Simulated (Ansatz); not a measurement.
`CC1C=CC=C1` + `C[NH][Ga]([Cl])[Cl]` → `C[N](C)[Ga]([Cl])[Cl]` + `C1=CCC=C1` at 400 K and 1 bar (substitution at a C–C bond).

Calculated with Ansatz (gas phase, PBE0-D4/def2-TZVP geometries, no zero-point term in ΔE). CCSD(T)/CBS is the MP2 limit (def2-TZVPP, def2-QZVPP) plus CCSD(T) − MP2 in def2-TZVPP, frozen cores. For Ga outer-core shells are correlated without core-valence functions, which leaves a few kJ/mol of doubt a bond. Scalar relativity is left out up to krypton. Each species was taken in one conformer, which may not be the lowest.

```
                species  CCSD(T)/CBS energy (Eh)  H − E (kJ/mol)  S (J/(mol·K))
           `CC1C=CC=C1`               -233.09871           346.8          341.8
  `C[NH][Ga]([Cl])[Cl]`              -2938.78787           183.8          411.0
`C[N](C)[Ga]([Cl])[Cl]`              -2978.03927           263.1          437.0
            `C1=CCC=C1`               -193.83693           265.8          298.7
```

H − E and S are ideal-gas, rigid-rotor, harmonic terms from PBE0-D4/def2-TZVP, for one conformer and one mirror image of each species. 1 Eh = 2625.50 kJ/mol, R = 8.31446 J/(mol·K).

By hand: ΔE, ΔH, ΔS and ΔG.

ΔE = (-2978.03927) + (-193.83693) − (-233.09871) − (-2938.78787) = 0.01038 Eh = 27.3 kJ/mol. Δ(H − E) = 263.1 + 265.8 − 346.8 − 183.8 = -1.7, so ΔH = 25.6 kJ/mol. ΔS = 437.0 + 298.7 − 341.8 − 411.0 = -17.1 J/(mol·K). ΔG = 25.6 − 400 × (-17.1)/1000 = 32.4 kJ/mol.

By hand: the equilibrium constant, and the temperature at which ΔG would vanish if ΔH and ΔS stayed fixed.

log₁₀ K = −ΔG/(RT ln 10) = -4.2. ΔH and −TΔS have one sign here, so there is no such temperature.

ΔH outweighs TΔS. A doubt of 5 kJ/mol in ΔE shifts log₁₀ K by 0.7 here. Other conformers and mirror images would add mixing entropy, several J/(mol·K) or more a flexible species. These are equilibria of isolated gas molecules and say nothing of rates. Largest T1 diagnostic: 0.012 (customary marks: 0.02 for closed shells, 0.045 for open ones).
